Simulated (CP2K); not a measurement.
**Au: equation of state with LDA**

**Experimental background.**

“Exploring toroidal anvil profiles for larger sample volumes above 4 Mbar”, 2024, pmc:11102561 quotes, for a bulk crystal of Au: bulk modulus 167 GPa.

Crystal: Au.

```
Au
1.0
     2.87792    0.00000    0.00000
     1.43896    2.49236    0.00000
     1.43896    0.83079    2.34982
Au
1
Direct
  0.00000 0.00000 0.00000
```

* Program: CP2K 2026.2
* Task: equation of state
* Functional: LDA
* Potentials or basis: GTH_POTENTIALS Au GTH-PADE-q11; TZVP-MOLOPT-PBE-GTH basis
* Density cutoff: 6803 eV
* k mesh: 11 × 11 × 11
* Occupations: fermi-dirac, width 0.01 eV
* Spin: no spin polarisation
* SCF solver: diagonalisation with k points
* Quickstep method: GPW
* EPS_DEFAULT: 1.0E-9
* EPS_SCF: 1.0E-6
* MAX_SCF: 100
* SCF_GUESS: ATOMIC
* k points reduced by the point group: yes
* Mesh centred on Gamma: yes
* CHOLESKY: OFF
* EPS_EIGVAL: 1.0E-7
* MIXING METHOD: BROYDEN_MIXING
* MIXING ALPHA: 0.4
* NBUFFER: 8
* NGRIDS: 5
* Basis sets: Au TZVP-MOLOPT-PBE-GTH-q11
* Potentials: Au GTH-PADE-q11 of GTH_POTENTIALS
* ADDED_MOS: [11]
* REL_CUTOFF (Ry): 60 Ry
* MIXING BETA (1/bohr): 1.5 1/bohr
* CUTOFF of the grids: 500 Ry

* Equilibrium volume: 17.07 Å³/atom
* Bulk modulus: 186 GPa
* Pressure derivative of the bulk modulus: 5.7

Energy against volume, from the lowest point:
| volume (Å³/atom) | energy (meV/atom) |
| --- | --- |
| 15.843 | 59.51 |
| 16.181 | 29.49 |
| 16.518 | 10.44 |
| 16.855 | 1.01 |
| 17.192 | 0.00 |
| 17.529 | 6.37 |
| 17.866 | 19.18 |

All runs of the series together: 9.5 min on 1 thread of Arm Neoverse V1, on a shared host.

A measured bulk modulus of Au is 167 GPa (quoted in “Exploring toroidal anvil profiles for larger sample volumes above 4 Mbar”, 2024, pmc:11102561); the calculated 186 GPa misses it by +11.5 %. The fit is for a static lattice scaled at fixed shape and fixed fractional positions.

Caveat: with these potentials and basis sets, volumes of gold and of layered tellurides can stand 1.5 % and more from those of plane-wave programs; the basis of atomic orbitals isn't converged, which shifts pressures, moduli and gaps. The run has no spin-orbit coupling, so splittings on Au are missing.
